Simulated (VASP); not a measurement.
Pb:

```
CELL_PARAMETERS angstrom
0.00000 2.47502 2.47502
2.47502 0.00000 2.47502
2.47502 2.47502 0.00000
ATOMIC_POSITIONS crystal
Pb 0.00000 0.00000 0.00000
```

- Program: VASP 6.6.1
- Task: relaxation of cell and atoms
- Functional: PBE
- Potentials or basis: VASP PAW PBE potentials, release 64 (Pb)
- Cutoff: 580 eV
- k mesh: 9 × 9 × 9
- Occupations: fermi-dirac, width 0.05 eV
- Spin: no spin polarisation

At the start: pressure 2.0 GPa; volume 30.32 Å³/atom.

Question: How do energy, volume and symmetry change on relaxing?

Answer: Over 3 steps the energy falls by 8.0 meV/atom and the volume is 31.67 Å³/atom (+4.4 %); space group Fm-3m (No. 225, to 0.05 Å).

Step by step:
```
step  energy change (eV)  largest force (eV/Å)  pressure (GPa)  volume (Å³)
   1              0.0000                0.0000            2.01        30.32
   2             -0.0076                0.0000           -0.43        32.02
   3             -0.0080                0.0000            0.01        31.67
```

Final structure:
```yaml
crystal:
  lattice:
    - [0.00000, 2.51114, 2.51114]
    - [2.51114, 0.00000, 2.51114]
    - [2.51114, 2.51114, 0.00000]
  atoms:
    - { symbol: Pb, position: [0.00000, 0.00000, 0.00000] }
```

The cell as given is a measured one (30.32 Å³/atom); PBE puts the equilibrium volume +4.4 % from it, thermal expansion not counted.
